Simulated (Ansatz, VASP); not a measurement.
One calculation of CdF2, two programs

```
Cd F
1.0
     0.00000    2.69710    2.69710
     2.69710    0.00000    2.69710
     2.69710    2.69710    0.00000
Cd F
1 2
Direct
  0.00000 0.00000 0.00000
  0.25000 0.25000 0.25000
  0.75000 0.75000 0.75000
```

Alike in both runs: task single point; functional PBE; k mesh 8 × 8 × 8; occupations gaussian, width 0.0233 eV; no spin polarisation.

```csv
,VASP,Ansatz
version,VASP 6.6.1,Ansatz 0.2.0
potentials or method,"VASP PAW PBE potentials, release 64 (Cd, F)",PAW plane waves
plane-wave cutoff (eV),520,420
valence electrons in the cell,26,34
```

VASP gave:

* gap on the k mesh at the Fermi level (eV): 3.06
* pressure (GPa): 5.8

**Question.** Which values does Ansatz return?

**Answer.** gap on the k mesh at the Fermi level (eV): 3.09; pressure (GPa): 5.0.

The two sets of potentials don't hold the same shells in valence.

A k mesh can miss the band edges. Expect the measured gap to be larger: semilocal functionals such as PBE lack the derivative discontinuity.
